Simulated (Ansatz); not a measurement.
# W (Pbcm) in Ansatz: reference runs

Aim: a first look at W with PBEsol, on the cell as given and on a disturbed one.

All numbers are computed with Ansatz 0.2.0; they aren't measurements. Logs are shortened: lines on timing, memory, paths and dates and some standing lists are left out, and cuts for length are marked.

### 1 The crystal as given

Symmetry: Pbcm, No. 57, orthorhombic system. The conventional cell has a = 2.810 Å, b = 4.864 Å, c = 4.924 Å, α = 90.00°, β = 90.00°, γ = 90.00°. W (site symmetry m) has 12 W at 2.70 to 3.06 Å as nearest neighbours.

This isn't the form of W at room conditions, which is bcc.

### 2 Single point, PBEsol

input.yaml

```yaml
crystal:
  lattice:
    - [2.809662, 0.0, 0.0]
    - [0.0, 4.86387, 0.0]
    - [0.0, 0.0, 4.923695]
  atoms:
    - { symbol: W, position: [0.793172, 0.936843, 0.75] }
    - { symbol: W, position: [0.206828, 0.436843, 0.75] }
    - { symbol: W, position: [0.206828, 0.063157, 0.25] }
    - { symbol: W, position: [0.793172, 0.563157, 0.25] }
hamiltonian:
  xc: pbesol
  pseudopotentials: { kind: paw }
kpoints:
  mp_grid: { grid: [9, 6, 6] }
scf:
  occupations: { method: fermi_dirac, width: 0.05 }
output:
  forces: true
  stress: true
  eigenvalues: true
  write_density: true
  write_potential: true
  elf: true
  volumetric_format: npy
```

Potentials or basis: Ansatz PAW.

The run is started by

```bash
> ansatz run input.yaml --threads 2 --pin off --max-ram 5632MiB --backend cpu --events-out ev --progress --plain --runs-dir out
```

Standard output:

```text
Warning: RAYON_NUM_THREADS=2 ignored (pool sized by the plan → 2); use --threads N
Engine: ansatz 0.2.0, aarch64-unknown-linux-gnu
Pseudopotentials: kind: paw
Pseudopotential: W, paw, valence charge 14, recommended cutoff 420 eV (normal), W.paw.azcp
Functional definition: PBEsol
  exchange = pbesol_x
  correlation = pbesol_c
Crystal: 4 atoms, lattice volume = 67.286 Å³
Basis set: ecut = 420 eV, 1321 PW (Γ), exchange–correlation on 40×72×72 points (8 copies of the dense FFT grid, shifted against one another)
Bands: 34, of which v1, the nominal top of the filled ones, is band 28 counted from 1 (27 counted from 0)
Symmetry: 8 space group operations
Space group: Pbcm (ITA 57), of the structure as read, at distance tolerance 4.1e-5 Å
k-points: 80 of 324
Non-local potential: W, projectors of the file, l = 0: 3, l = 1: 2, l = 2: 2, l = 3: 1
PAW form: soft (Blöchl's): semilocal exchange-correlation on the pseudo side does not see the compensation charge
PAW frozen core: W, regenerated for the run's functional, and the local potential with it (the file was generated under x = pbe(κ = 0.804, μ = 0.2195149727645171), c = pbe(β = 0.06672455060314922))
PAW one-centre angular grid: W, 590 points (default); XC on 64 Gauss nodes
Initial density: superposition of atomic densities (neutral atoms: chi_scale 0, normalization atom), corrected by the library's trained network
Initial wavefunctions: pseudopotential atomic-orbital guess
Functional: x = pbesol(κ = 0.804, μ = 0.12345679012345678), c = pbesol(β = 0.046)
SCF iter   1: F=—  HF=-41024.139791 eV  |F-HF|=—  |Δ(HF+E_count)|=         —  Δρ=6.88e-3  dr2=2.22e-2  ethr=1.77e-3  ⟨swp⟩=4.7  Hψ=10647  notcnv=0
preconditioner: auto → Kerker (q_TF=auto, 2.646 Å⁻¹)  [metal: Δε(μ)=0.009 eV  Ē_g=4.605 eV  σ=0.050 eV  W_gap=0.05  n_scr=22 (ndim 8)  ℏωp=22.2 eV  f_vac=0.000  D(μ)=3.33/eV (n_scr^D=38)]
SCF iter   2: F=—  HF=-41024.135531 eV  |F-HF|=—  |Δ(HF+E_count)|=   4.26e-3  Δρ=4.13e-3  dr2=8.78e-3  ethr=3.97e-5  ⟨swp⟩=1.0  Hψ=3361  notcnv=0
SCF iter   3: F=—  HF=-41024.132990 eV  |F-HF|=—  |Δ(HF+E_count)|=   2.54e-3  Δρ=5.31e-4  dr2=1.49e-4  ethr=1.57e-5  ⟨swp⟩=2.1  Hψ=3666  notcnv=0
SCF iter   4: F=—  HF=-41024.132948 eV  |F-HF|=—  |Δ(HF+E_count)|=   4.16e-5  Δρ=8.25e-5  dr2=1.89e-6  ethr=2.66e-7  ⟨swp⟩=2.3  Hψ=3858  notcnv=0
SCF iter   5: F=—  HF=-41024.132937 eV  |F-HF|=—  |Δ(HF+E_count)|=   1.17e-5  Δρ=1.31e-5  dr2=8.08e-8  ethr=3.37e-9  ⟨swp⟩=2.4  Hψ=4067  notcnv=0
SCF iter   6: F=-41024.132937 eV  HF=-41024.132937 eV  |F-HF|=3.57e-10  |Δ(HF+E_count)|=   6.36e-9  Δρ=1.86e-6  dr2=1.39e-9  ethr=1.44e-10  ⟨swp⟩=6.3  Hψ=16503  notcnv=0
the search or the solves at the SCF's close seem to have found levels that the self-consistency loop had missed (the run counts 1). By its estimate they hold under 1e-12 electrons; where the run keeps them, the occupations were computed again with them
SCF 1 converged in 6 iterations: F = -41024.132937 eV  dr2 = 1.39e-9
SCF converged after 6 iterations
Free energy (F): -41024.132937 eV
Harris-Foulkes:  -41024.132937 eV  (|F-HF|=3.57e-10)
Internal energy: -41024.105856 eV  (E = F + TS)
E sigma→0 (E₀):  -41024.119396 eV
Entropy (-TS):   -0.027080 eV (-6.770 meV/atom)
Fermi energy:    20.670269 eV
--- Per-component energies (eV) ---
  E_band       = -409.996043
  E_kinetic    = 1793.397599
  E_local      = -2607.417495  (includes V_loc(G=0)·N_el)
  E_nonlocal   = 13.693674
  E_hartree    = 924.068760
  E_xc         = -1057.188799
  E_vxc        = -949.781409  (∫ρ·V_xc dr)
  E_paw        = -33743.918635  (= ΣΔE_a)
  E_vpaw       = -508.025997  (= ΣTr[D̂ρ^β])
  E_aug_tail   = -0.000257  (compensation charges beyond the density's cutoff)
  E_ewald      = -6347.627874
  E_core_change = 0.887169  (= ΣΔE_core)
  E_smearing   = -0.027080  (= −TS)
  E_closure    = -0.000000  (closes the sum)
  Σ components = -41024.132937   (vs F -41024.132937, Δ=0.00e0)
--- Forces (eV/Å), atoms counted from 1 ---
  atom   1  W     -0.00926734     0.06924210     0.00000000
  atom   2  W      0.00926734     0.06924210     0.00000000
  atom   3  W      0.00926734    -0.06924210     0.00000000
  atom   4  W     -0.00926734    -0.06924210     0.00000000
  max |Σ_I F_I| component: 2.78e-17 eV/Å
--- Stress (GPa, compression-positive) ---
      -10.120584       0.000000       0.000000
        0.000000     -11.132615       0.000000
        0.000000       0.000000     -10.760020
  P = ⅓ Tr σ = -10.6711 GPa (-106.711 kbar)
--- Band table (eV; the first three rows and the last of 80) ---
  k-point 0: bands = ["-53.0785", "-53.0011", "-52.9678", "-52.9189", "-17.8893", "-17.8335", "-17.7334", "-17.4813", "-17.0311", "-16.9087", "-16.8686", "-16.8618", "-16.7917", "-16.7293", "-16.6896", "-16.6753", "11.6787", "14.9382", "15.5281", "15.8666", "15.9635", "18.8589", "20.0374", "20.0755", "20.2229", "20.2941", "20.3067", "20.3277", "20.3775", "20.5276", "21.2001", "22.2108", "23.1042", "24.0234"]
  k-point 1: bands = ["-53.0734", "-53.0063", "-52.9645", "-52.9222", "-17.8967", "-17.7737", "-17.7548", "-17.4266", "-17.0333", "-16.9421", "-16.9242", "-16.8718", "-16.7779", "-16.7259", "-16.6922", "-16.6817", "11.9421", "14.8410", "15.2301", "16.0133", "16.4801", "18.6422", "18.7703", "19.8602", "20.0649", "20.1401", "20.1880", "20.3154", "20.6901", "21.0956", "21.7353", "22.4660", "23.2894", "24.0850"]
  k-point 2: bands = ["-53.0593", "-53.0205", "-52.9556", "-52.9312", "-17.8950", "-17.8069", "-17.6082", "-17.2989", "-17.1460", "-17.0283", "-16.9646", "-16.8989", "-16.7517", "-16.7183", "-16.6993", "-16.6992", "12.6662", "14.4428", "15.2351", "16.0149", "17.1349", "17.5595", "18.5857", "19.0000", "19.8840", "19.9836", "20.2944", "20.3632", "20.8566", "21.3951", "22.4127", "23.1282", "23.6398", "23.7126"]
  k-point 79: bands = ["-52.9499", "-52.9499", "-52.9499", "-52.9499", "-17.8133", "-17.8133", "-17.8133", "-17.8133", "-17.1338", "-17.1338", "-17.1338", "-17.1338", "-16.9607", "-16.9607", "-16.9607", "-16.9607", "15.3529", "15.3529", "15.3529", "15.3529", "17.3845", "17.3845", "17.3845", "17.3845", "21.2197", "21.2197", "21.2197", "21.2197", "22.7536", "22.7536", "22.7536", "22.7536", "25.2766", "25.2766"]
```

It took 5.3 s on 2 threads of Arm Neoverse V1, shared host; peak memory 0.41 GiB.

Results:

```yaml
Free_energy: -41024.1329 eV
Pressure: -10.7 GPa
Largest_force: 0.070 eV/Å
Band_gap_on_the_k_mesh: none (metal or under the smearing width)
```

Forces in eV/Å, atoms in the order of the input:
```
W   -0.009  0.069  0.000
W    0.009  0.069  0.000
W    0.009 -0.069  0.000
W   -0.009 -0.069  0.000
```

Stress tensor (GPa, compression positive):
```
-10.12   0.00   0.00
  0.00 -11.13   0.00
  0.00   0.00 -10.76
```

Caveat: the PAW data sets come from PBE, with cores solved anew for the run's functional, which leaves a small shift of forces and pressure. The run has no spin-orbit coupling, so splittings on W are missing.

### 3 Single point, PBEsol (atoms moved at random, drawn with an rms of 0.05 Å)

input.yaml

```yaml
crystal:
  lattice:
    - [2.809662, 0.0, 0.0]
    - [0.0, 4.86387, 0.0]
    - [0.0, 0.0, 4.923695]
  atoms:
    - { symbol: W, position: [0.804038, 0.929126, 0.751508] }
    - { symbol: W, position: [0.211697, 0.438194, 0.761377] }
    - { symbol: W, position: [0.217005, 0.05754, 0.247906] }
    - { symbol: W, position: [0.81267, 0.561354, 0.251297] }
hamiltonian:
  xc: pbesol
  pseudopotentials: { kind: paw }
kpoints:
  mp_grid: { grid: [9, 6, 6] }
scf:
  occupations: { method: fermi_dirac, width: 0.05 }
output:
  forces: true
  stress: true
  eigenvalues: true
  write_density: true
  write_potential: true
  elf: true
  volumetric_format: npy
```

Potentials or basis: Ansatz PAW.

The run is started by

```bash
> ansatz run input.yaml --threads 2 --pin off --max-ram 5632MiB --backend cpu --events-out ev --progress --plain --runs-dir out
```

Standard output:

```text
Warning: RAYON_NUM_THREADS=2 ignored (pool sized by the plan → 2); use --threads N
Engine: ansatz 0.2.0, aarch64-unknown-linux-gnu
Pseudopotentials: kind: paw
Pseudopotential: W, paw, valence charge 14, recommended cutoff 420 eV (normal), W.paw.azcp
Functional definition: PBEsol
[... 51 lines left out ...]
  atom   4  W     -0.16710381    -0.25176700     0.42440513
  max |Σ_I F_I| component: 2.62e-6 eV/Å
--- Stress (GPa, compression-positive) ---
       -9.691065       0.393365       0.466135
        0.393365      -9.942415      -0.626385
        0.466135      -0.626385     -10.170510
  P = ⅓ Tr σ = -9.9347 GPa (-99.347 kbar)
--- Band table (eV; the first three rows and the last of 164) ---
  k-point 0: bands = ["-53.0741", "-52.9958", "-52.9583", "-52.9090", "-17.8973", "-17.8389", "-17.7391", "-17.4817", "-17.0252", "-16.8960", "-16.8655", "-16.8475", "-16.7896", "-16.7171", "-16.6787", "-16.6653", "11.6822", "14.9487", "15.5374", "15.8442", "15.9916", "18.8215", "19.9970", "20.0580", "20.1749", "20.2217", "20.3173", "20.3762", "20.4338", "20.5609", "21.2542", "22.2465", "23.1328", "23.9843"]
  k-point 1: bands = ["-53.0689", "-53.0007", "-52.9554", "-52.9123", "-17.9043", "-17.7814", "-17.7580", "-17.4271", "-17.0285", "-16.9329", "-16.9102", "-16.8661", "-16.7747", "-16.7146", "-16.6823", "-16.6692", "11.9456", "14.8488", "15.2312", "16.0331", "16.4712", "18.6161", "18.7668", "19.8445", "20.0302", "20.0859", "20.1381", "20.3769", "20.7333", "21.1506", "21.7483", "22.4966", "23.3162", "24.0491"]
  k-point 2: bands = ["-53.0549", "-53.0144", "-52.9471", "-52.9211", "-17.9021", "-17.8129", "-17.6132", "-17.3003", "-17.1379", "-17.0188", "-16.9559", "-16.8920", "-16.7498", "-16.7120", "-16.6909", "-16.6778", "12.6691", "14.4474", "15.2376", "16.0300", "17.1117", "17.5654", "18.5463", "19.0220", "19.8263", "19.9062", "20.2770", "20.4184", "20.9128", "21.4391", "22.4112", "23.1445", "23.6743", "23.7315"]
  k-point 163: bands = ["-52.9882", "-52.9485", "-52.9262", "-52.9072", "-17.7285", "-17.6577", "-17.6342", "-17.5875", "-17.3965", "-17.3882", "-17.2875", "-17.1887", "-17.0236", "-16.9647", "-16.9345", "-16.8429", "15.7241", "16.2118", "16.4695", "16.9840", "17.5395", "17.6123", "18.0087", "18.2851", "19.1967", "19.4245", "19.7013", "19.9545", "20.8123", "21.2813", "21.9557", "23.2926", "24.2518", "24.5524"]
```

rho_z.tsv:

```text
# z_ang	rho[e/angstrom^3]
# format = ansatz-planar-average/11
# lattice	2.809662000	0.000000000	0.000000000
# lattice	0.000000000	4.863870000	0.000000000
# lattice	0.000000000	0.000000000	4.923695000
# sites	4
# site	74	2.259075015	4.519148078	3.700196182
# site	74	0.594797016	2.131318651	3.748788128
# site	74	0.609710702	0.279867080	1.220613533
# site	74	2.283328018	2.730352880	1.237309782
0.000000	2.911860e-1
0.136769	2.999244e-1
0.273539	3.385393e-1
0.410308	4.330668e-1
0.547077	6.114557e-1
0.683847	8.706551e-1
[... 28 lines left out ...]
4.650156	3.537550e-1
4.786926	3.053442e-1
```

v_z.tsv:

```text
# z_ang	v_es[eV]	v_tot[eV]
# format = ansatz-planar-average/11
# xc	pbesol
# density_cutoff_ev	1680
# datasets	W=:simpson_from_first_knot:soft:shift=-887417
# lattice	2.809662000	0.000000000	0.000000000
# lattice	0.000000000	4.863870000	0.000000000
# lattice	0.000000000	0.000000000	4.923695000
# sites	4
# site	74	2.259075015	4.519148078	3.700196182
# site	74	0.594797016	2.131318651	3.748788128
# site	74	0.609710702	0.279867080	1.220613533
# site	74	2.283328018	2.730352880	1.237309782
0.000000	1.989034e1	9.039386e0
0.136769	1.950380e1	8.598924e0
0.273539	1.800310e1	6.835703e0
0.410308	1.522116e1	3.464671e0
0.547077	1.145655e1	-1.234360e0
0.683847	7.362598e0	-6.511464e0
[... 28 lines left out ...]
4.650156	1.749353e1	6.227287e0
4.786926	1.927397e1	8.334176e0
```

Run time: 19 s. Hardware: 2 threads of Arm Neoverse V1, shared host; peak memory 0.51 GiB.

What came out:

```
Free energy            : -41024.0993 eV
Pressure               : -9.9 GPa
Largest force          : 0.744 eV/Å
Band gap on the k mesh : none (metal or under the smearing width)
```

Forces on the atoms (eV/Å):
```
W    0.010  0.513 -0.214
W    0.141 -0.425 -0.595
W    0.017  0.164  0.384
W   -0.167 -0.252  0.424
```

Levels at points of the mesh, in eV from the Fermi level:
```csv
k point,band 25,band 26,band 27,band 28,band 29,band 30,band 31,band 32
"(0.00, 0.00, 0.00)",-0.51,-0.46,-0.37,-0.31,-0.25,-0.13,0.57,1.56
"(0.00, 0.00, -0.50)",-0.90,-0.88,-0.13,-0.09,0.65,0.67,1.69,1.93
"(0.00, -0.50, 0.00)",-1.52,-1.50,0.15,0.32,0.35,0.40,0.82,0.95
"(0.00, -0.50, -0.50)",-1.33,-1.20,-1.15,-1.09,1.61,1.67,1.75,1.78
```

Caveat: the PAW data sets come from PBE, with cores solved anew for the run's functional, which leaves a small shift of forces and pressure. Spin-orbit coupling is left out, which matters for the levels of W.
